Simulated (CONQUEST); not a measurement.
Runs of CONQUEST 1.3 on ZnS (Wurtzite-2H). Symmetry: P6_3mc, No. 186, hexagonal system. Conventional cell: a = 3.811 Å, b = 3.811 Å, c = 6.234 Å, α = 90.00°, β = 90.00°, γ = 120.00°. Zn (site symmetry 3m) is surrounded by 4 S at 2.31 to 2.40 Å. S (site symmetry 3m) has 4 Zn at 2.31 to 2.40 Å as nearest neighbours. 

```csv
potentials or basis,cell,k mesh,gap on the mesh (eV),pressure (GPa),largest force (eV/Å)
"PseudoDojo NC PBE, SZP, grid cutoff 120 Ha",as given,7 × 5 × 4,2.62,5.7,0.44
"PseudoDojo NC PBE, DZ, grid cutoff 120 Ha",as given,7 × 5 × 4,2.26,7.2,(a)
"PseudoDojo NC PBE, SZP, grid cutoff 120 Ha",as given,5 × 3 × 3,2.62,5.8,0.44
"PseudoDojo NC PBE, DZP, grid cutoff 200 Ha","atoms moved at random, drawn with an rms of 0.05 Å",7 × 5 × 4,2.42,4.8,0.70
"PseudoDojo NC PBE, SZP, grid cutoff 120 Ha",as given,4 × 3 × 3,2.62,5.8,0.44
```

Alike in all rows: task single point; level PBE; no spin polarisation; smearing fermi-dirac 0.05 eV.

Estimate the missing entries.

(a) 0.37.

Caveats: an odd mesh through Γ misses points on the zone boundary, where band edges often lie; the basis of atomic orbitals isn't converged, which shifts pressures, moduli and gaps; the atomic basis is small (some runs).
